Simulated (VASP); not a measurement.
# Ge (I4_1/amd) in VASP: a series of runs

The runs below take Ge through single point, with PBE.

Everything below comes from runs of VASP 6.6.1. Logs are shortened: lines on timing, memory, paths and dates and some standing lists are left out, and cuts for length are marked.

## Step 1: The crystal as given

The structure is tetragonal, space group I4_1/amd (No. 141). Conventional cell: a = 5.149 Å, b = 5.149 Å, c = 2.795 Å, α = 90.00°, β = 90.00°, γ = 90.00°. Ge (site symmetry -4m2) is surrounded by 6 Ge at 2.67 to 2.79 Å.

This isn't the form of Ge at room conditions, which is diamond.

## Step 2: Single point, PBE

The input, INCAR:

```
PREC = Normal
ENCUT = 500
EDIFF = 1E-7
ISMEAR = 0
SIGMA = 0.05
LREAL = F
LASPH = T
NELM = 100
ALGO = Normal
ISIF = 2
LWAVE = F
LCHARG = F
GGA = PE
NBANDS = 21
ADDGRID = F
```

The input, KPOINTS:

```
regular mesh
0
Gamma
  11 11 11
```

The input, POSCAR:

```
Ge
1.0
   -2.5744897190      2.5744897190      1.3974126432
    2.5744897190     -2.5744897190      1.3974126432
    2.5744897190      2.5744897190     -1.3974126432
Ge
2
Direct
    0.5000000000      0.5000000000      0.0000000000
    0.2500000000      0.7500000000      0.5000000000
```

Potentials or basis: VASP PAW PBE potentials, release 64 (Ge_d).

The run is started by

```sh
$ cat potpaw_PBE.64/Ge_d/POTCAR > POTCAR
$ mpirun -np 1 vasp_std > vasp.out
```

OUTCAR:

```text
PREC = Normal
   ENCUT = 500
   EDIFF = 1E-7
   ISMEAR = 0
   LREAL = F
   LASPH = T
   NELM = 100
   ISIF = 2
   GGA = PE

 Found    126 irreducible k-points:

 Following reciprocal coordinates:
            Coordinates               Weight
  0.000000  0.000000  0.000000      1.000000
  0.090909  0.000000 -0.000000      8.000000
  0.181818  0.000000 -0.000000      8.000000
  0.272727  0.000000  0.000000      8.000000
  0.363636  0.000000 -0.000000      8.000000
  0.454545  0.000000 -0.000000      8.000000
   k-points           NKPTS =    126   k-points in BZ     NKDIM =    126   number of bands    NBANDS=     21
   number of dos      NEDOS =    301   number of ions     NIONS =      2
   total plane-waves  NPLWV =  13824
   dimension x,y,z NGX =    24 NGY =   24 NGZ =   24
   dimension x,y,z NGXF=    48 NGYF=   48 NGZF=   48
   ions per type =               2
   NGX,Y,Z   is equivalent  to a cutoff of  10.23, 10.23, 10.23 a.u.
   NGXF,Y,Z  is equivalent  to a cutoff of  20.46, 20.46, 20.46 a.u.
 SYSTEM =  unknown system
   PREC   = normal    normal or accurate (medium, high low for compatibility)
   ISTART =      0    job   : 0-new  1-cont  2-samecut
   ICHARG =      2    charge: 1-file 2-atom 10-const
   ISPIN  =      1    spin polarized calculation?
   LNONCOLLINEAR =      F non collinear calculations
   LSORBIT =      F    spin-orbit coupling
   LASPH  =      T    aspherical Exc in radial PAW
   ENCUT  =  500.0 eV  36.75 Ry    6.06 a.u.   7.11  7.11  7.11*2*pi/ulx,y,z
   NELM   =    100;   NELMIN=  2; NELMDL= -5     # of ELM steps
   EDIFF  = 0.1E-06   stopping-criterion for ELM
   LREAL  =      F    real-space projection
   EDIFFG = 0.1E-05   stopping-criterion for IOM
   NSW    =      0    number of steps for IOM
   IBRION =     -1    ionic relax: 0-MD 1-quasi-New 2-CG
   NFREE  =      0    steps in history (QN), initial steepest desc. (CG)
   ISIF   =      2    stress and relaxation
   ISYM   =      2    0-nonsym 1-usesym 2-fastsym
   POTIM  = 0.5000    time-step for ionic-motion
   TEBEG  =    0.0;   TEEND  =   0.0 temperature during run
   PSTRESS=    0.0 pullay stress
   NELECT =      28.0000    total number of electrons
   NUPDOWN=      -1.0000    fix difference up-down
   EMIN   =  10.00;   EMAX   =-10.00  energy-range for DOS
   EFERMI =   0.00;   METHOD = LEGACY
   ISMEAR =     0;   SIGMA  =   0.05  broadening in eV -4-tet -1-fermi 0-gaus
   EFERMI_NEDOS =   21; number of points for ismear=-14 and -15
   IALGO  =     38    algorithm
   IMIX   =      4    mixing-type and parameters
     AMIX     =   0.40;   BMIX     =  1.00
     AMIX_MAG =   1.60;   BMIX_MAG =  1.00
  volume/ion in A,a.u.               =      18.52       125.01
  Fermi-wavevector in a.u.,A,eV,Ry     =   1.491209  2.817976 30.255333  2.223704
  Thomas-Fermi vector in A             =   2.603893
   LORBIT       =      0    0 simple, 1 ext, 2 COOP (PROOUT), +10 PAW based schemes
   GGA     = PE    functional components
   LHFCALC =     F    Hartree Fock is set to
   AEXX    =    0.0000 exact exchange contribution
   IVDW    =     0    specifies the selected vdW correction
   LEPSILON=     F    determine dielectric tensor
   LRPA    =     F    only Hartree local field effects (RPA)
 non-spin polarized calculation
 Gauss-broadening in eV      SIGMA  =   0.05
  energy-cutoff  :      500.00
  volume of cell :       37.05
 maximum number of plane-waves:       958
   NGX = 15   NGY = 15   NGZ = 15

 number of electron      28.0000042 magnetization

 Free energy of the ion-electron system (eV)
  ---------------------------------------------------
  ext. energy  EPLUGINS =         0.00000000
  ---------------------------------------------------
  free energy    TOTEN  =        -8.56069551 eV

  energy without entropy =       -8.55876816  energy(sigma->0) =       -8.55973184

 E-fermi :   6.8417     XC(G=0): -11.3194

 val. band max:        6.8332482300   @ k =  -0.1818  -0.2727   0.1818
 cond. band min:       6.8455671936   @ k =  -0.4545   0.0909   0.0000
 fundamental gap:      0.0123189636
 Fermi energy:         6.8417281894

 k-point     1 :       0.0000    0.0000    0.0000
  band No.  band energies     occupation
      1     -17.9547      2.00000
      2     -17.9114      2.00000
      3     -17.8792      2.00000
      4     -17.8791      2.00000
      5     -17.7737      2.00000
      6     -17.7737      2.00000
[... 13 lines left out ...]
     20      18.3560      0.00000
     21      19.3358      0.00000

 k-point     2 :       0.0909    0.0000   -0.0000
  band No.  band energies     occupation
      1     -17.9515      2.00000
      2     -17.9005      2.00000
      3     -17.8749      2.00000
      4     -17.8660      2.00000
      5     -17.7822      2.00000
      6     -17.7808      2.00000
[... 13 lines left out ...]
     20      18.2559      0.00000
     21      18.9095      0.00000

 k-point     3 :       0.1818    0.0000   -0.0000
  band No.  band energies     occupation
      1     -17.9418      2.00000
      2     -17.8735      2.00000
      3     -17.8637      2.00000
      4     -17.8373      2.00000
      5     -17.7996      2.00000
      6     -17.7863      2.00000
[... 13 lines left out ...]
     20      16.6478      0.00000
     21      17.4920      0.00000

 k-point     4 :       0.2727    0.0000    0.0000
  band No.  band energies     occupation
      1     -17.9287      2.00000
      2     -17.8511      2.00000
      3     -17.8502      2.00000
      4     -17.8275      2.00000
      5     -17.8165      2.00000
      6     -17.7872      2.00000
[... 13 lines left out ...]
     20      15.3770      0.00000
     21      17.7517      0.00000

 k-point     5 :       0.3636    0.0000   -0.0000
  band No.  band energies     occupation
      1     -17.9177      2.00000
      2     -17.8523      2.00000
      3     -17.8473      2.00000
      4     -17.8385      2.00000
      5     -17.8162      2.00000
      6     -17.7990      2.00000
[... 13 lines left out ...]
     20      15.6800      0.00000
     21      18.8162      0.00000

 k-point     6 :       0.4545    0.0000   -0.0000
  band No.  band energies     occupation
      1     -17.9102      2.00000
      2     -17.8648      2.00000
      3     -17.8600      2.00000
      4     -17.8333      2.00000
      5     -17.8070      2.00000
      6     -17.8061      2.00000
[... 13 lines left out ...]
     20      18.2578      0.00000
     21      19.0016      0.00000

 [... further k-points ...]
[... 5 lines left out ...]
  --------------------------------------------------------------------------------------
  -------------------------------------------------------------------------------------
  Total        0.7171148      0.7171148      0.7572726      0.0000000     -0.0000000      0.0000000
  in kB       31.0121789     31.0121789     32.7488329      0.0000000     -0.0000000      0.0000000
  external PRESSURE =      31.5910636 kB  Pullay stress =       0.0000000 kB

 VOLUME and BASIS-vectors are now :
 -----------------------------------------------------------------------------
  energy-cutoff  :      500.00
  volume of cell :       37.05
      direct lattice vectors                 reciprocal lattice vectors
    -2.574489719  2.574489719  1.397412643     0.000000000  0.194213244  0.357804119
     2.574489719 -2.574489719  1.397412643     0.194213244  0.000000000  0.357804119
     2.574489719  2.574489719 -1.397412643     0.194213244  0.194213244  0.000000000

 POSITION                                       TOTAL-FORCE (eV/Angst)
 -----------------------------------------------------------------------------------
      0.00000      0.00000      1.39741         0.000000      0.000000      0.000000
      2.57449      0.00000      0.69871        -0.000000     -0.000000     -0.000000
 -----------------------------------------------------------------------------------
    total drift:                               -0.000000     -0.000000      0.000000

  FREE ENERGIE OF THE ION-ELECTRON SYSTEM (eV)
  ---------------------------------------------------
  free  energy   TOTEN  =        -8.5606955141 eV

  energy  without entropy=       -8.5587681583  energy(sigma->0) =       -8.55973184
```

It took 18 s on 1 thread of Intel Xeon 6975P-C (Granite Rapids), shared host; peak memory 0.19 GiB.

These settings aren't checked as converged: the numbers below hold their error.

Results:

| Property | Result |
| --- | --- |
| Free energy | -8.5607 eV |
| Pressure | 3.2 GPa |
| Band gap on the k mesh | none (metal or under the smearing width) |

## Step 3: Single point, PBE

INCAR is that of step 2.

KPOINTS is that of step 2.

The input, POSCAR:

```
Ge
1.0
   -2.5744897190      2.5744897190      1.3974126432
    2.5744897190     -2.5744897190      1.3974126432
    2.5744897190      2.5744897190     -1.3974126432
Ge
2
Direct
    0.5147880000      0.5105290000      0.0041050000
    0.2603220000      0.7562090000      0.5249690000
```

Potentials or basis: VASP PAW PBE potentials, release 64 (Ge_d).

The run is started by

```sh
$ cat potpaw_PBE.64/Ge_d/POTCAR > POTCAR
$ mpirun -np 1 vasp_std > vasp.out
```

OUTCAR:

```text
PREC = Normal
   ENCUT = 500
   EDIFF = 1E-7
   ISMEAR = 0
   LREAL = F
   LASPH = T
   NELM = 100
   ISIF = 2
   GGA = PE

 Found    666 irreducible k-points:

 Following reciprocal coordinates:
            Coordinates               Weight
  0.000000  0.000000  0.000000      1.000000
  0.090909  0.000000 -0.000000      2.000000
  0.090909  0.000000 -0.090909      2.000000
  0.000000  0.090909 -0.090909      2.000000
  0.000000  0.090909 -0.000000      2.000000
  0.181818  0.000000 -0.000000      2.000000
   k-points           NKPTS =    666   k-points in BZ     NKDIM =    666   number of bands    NBANDS=     21
   number of dos      NEDOS =    301   number of ions     NIONS =      2
   total plane-waves  NPLWV =  13824
   dimension x,y,z NGX =    24 NGY =   24 NGZ =   24
   dimension x,y,z NGXF=    48 NGYF=   48 NGZF=   48
   ions per type =               2
   NGX,Y,Z   is equivalent  to a cutoff of  10.23, 10.23, 10.23 a.u.
   NGXF,Y,Z  is equivalent  to a cutoff of  20.46, 20.46, 20.46 a.u.
 SYSTEM =  unknown system
   PREC   = normal    normal or accurate (medium, high low for compatibility)
   ISTART =      0    job   : 0-new  1-cont  2-samecut
   ICHARG =      2    charge: 1-file 2-atom 10-const
   ISPIN  =      1    spin polarized calculation?
   LNONCOLLINEAR =      F non collinear calculations
[... 46 lines left out ...]
  ext. energy  EPLUGINS =         0.00000000
  ---------------------------------------------------
  free energy    TOTEN  =        -8.54970558 eV

  energy without entropy =       -8.54842084  energy(sigma->0) =       -8.54906321

 E-fermi :   6.8251     XC(G=0): -11.3180

 val. band max:        6.8194367738   @ k =   0.1818  -0.4545   0.1818
 cond. band min:       6.8307882462   @ k =   0.0000   0.3636   0.3636
 fundamental gap:      0.0113514724
 Fermi energy:         6.8251042886

 k-point     1 :       0.0000    0.0000    0.0000
  band No.  band energies     occupation
      1     -17.9598      2.00000
      2     -17.9161      2.00000
      3     -17.8838      2.00000
      4     -17.8826      2.00000
      5     -17.7832      2.00000
      6     -17.7748      2.00000
[... 133 lines left out ...]
     20      16.6509      0.00000
     21      17.5712      0.00000

 [... further k-points ...]
[... 5 lines left out ...]
  --------------------------------------------------------------------------------------
  -------------------------------------------------------------------------------------
  Total        0.6641025      0.8842947      0.6779845     -0.0017289     -0.1085822      0.0922312
  in kB       28.7196214     38.2420031     29.3199606     -0.0747659     -4.6957214      3.9886107
  external PRESSURE =      32.0938617 kB  Pullay stress =       0.0000000 kB

 VOLUME and BASIS-vectors are now :
 -----------------------------------------------------------------------------
  energy-cutoff  :      500.00
  volume of cell :       37.05
      direct lattice vectors                 reciprocal lattice vectors
    -2.574489719  2.574489719  1.397412643     0.000000000  0.194213244  0.357804119
     2.574489719 -2.574489719  1.397412643     0.194213244  0.000000000  0.357804119
     2.574489719  2.574489719 -1.397412643     0.194213244  0.194213244  0.000000000

 POSITION                                       TOTAL-FORCE (eV/Angst)
 -----------------------------------------------------------------------------------
     -0.00040      0.02153      1.42705         0.177810      0.215177     -0.024414
      2.62818      0.07487      0.68691        -0.177810     -0.215177      0.024414
 -----------------------------------------------------------------------------------
    total drift:                                0.000030      0.001182     -0.000038

  FREE ENERGIE OF THE ION-ELECTRON SYSTEM (eV)
  ---------------------------------------------------
  free  energy   TOTEN  =        -8.5497055755 eV

  energy  without entropy=       -8.5484208404  energy(sigma->0) =       -8.54906321
```

OSZICAR:

```text
N       E                     dE             d eps       ncg     rms          rms(c)
DAV:   1     0.174367904480E+03    0.17437E+03   -0.13840E+04 32003   0.376E+03
DAV:   2     0.148535168540E+02   -0.15951E+03   -0.15462E+03 28117   0.585E+02
DAV:   3    -0.793632516482E+01   -0.22790E+02   -0.22608E+02 31568   0.131E+02
DAV:   4    -0.855940651098E+01   -0.62308E+00   -0.62260E+00 31537   0.254E+01
DAV:   5    -0.856844734352E+01   -0.90408E-02   -0.90406E-02 31371   0.333E+00    0.213E+00
DAV:   6    -0.855532158835E+01    0.13126E-01   -0.17977E-02 38082   0.228E+00    0.121E+00
DAV:   7    -0.854985860193E+01    0.54630E-02   -0.13507E-02 37850   0.174E+00    0.112E-01
DAV:   8    -0.854970338930E+01    0.15521E-03   -0.21548E-03 36337   0.815E-01    0.393E-02
DAV:   9    -0.854970602517E+01   -0.26359E-05   -0.70967E-05 36578   0.121E-01    0.133E-02
DAV:  10    -0.854970566227E+01    0.36290E-06   -0.40657E-06 35996   0.233E-02    0.239E-03
DAV:  11    -0.854970557553E+01    0.86745E-07   -0.23534E-07 27042   0.471E-03
   1 F= -.85497056E+01 E0= -.85490632E+01  d E =-.128474E-02
```

stdout:

```text
POSCAR found type information on POSCAR Ge
 POSCAR found :  1 types and       2 ions
 scaLAPACK will be used
 LDA part: xc-table for (Slater+PW92), standard interpolation
 POSCAR, INCAR and KPOINTS ok, starting setup
 FFT: planning ... GRIDC
 FFT: planning ... GRID_SOFT
 FFT: planning ... GRID
 WAVECAR not read
 entering main loop
```

Wall time 75 s (1 thread of Intel Xeon 6975P-C (Granite Rapids), shared host); peak memory 0.44 GiB.

These settings aren't checked as converged: the numbers below hold their error.

What came out:

```yaml
Free_energy: -8.5497 eV
Pressure: 3.2 GPa
Largest_force: 0.280 eV/Å
Band_gap_on_the_k_mesh: none (metal or under the smearing width)
```

## Step 4: Single point, PBE

INCAR, as its differences from that of step 3:

```diff
@@ -1,2 +1,2 @@
-PREC = Normal
+PREC = Accurate
 ENCUT = 500
@@ -5,3 +5,3 @@
 SIGMA = 0.05
-LREAL = F
+LREAL = Auto
 LASPH = T
```

KPOINTS is that of step 3.

The input, POSCAR:

```
Ge
1.0
   -2.5744897190      2.5744897190      1.3974126432
    2.5744897190     -2.5744897190      1.3974126432
    2.5744897190      2.5744897190     -1.3974126432
Ge
2
Direct
    0.5000000000      0.5000000000      0.0000000000
    0.2500000000      0.7500000000      0.5000000000
```

The run is started by

```sh
$ cat potpaw_PBE.64/Ge_d/POTCAR > POTCAR
$ mpirun -np 1 vasp_std > vasp.out
```

Run time: 64 s. Hardware: 1 thread of Intel Xeon 6975P-C (Granite Rapids), shared host; peak memory 0.19 GiB.

The run converged, but some of its settings lie outside the range that counts as converged, so its numbers aren't taken as properties of the crystal.

Results:

| Item | Value |
| --- | --- |
| Free energy | -8.5613 eV |
| Pressure | 3.2 GPa |
| Band gap on the k mesh | none (metal or under the smearing width) |
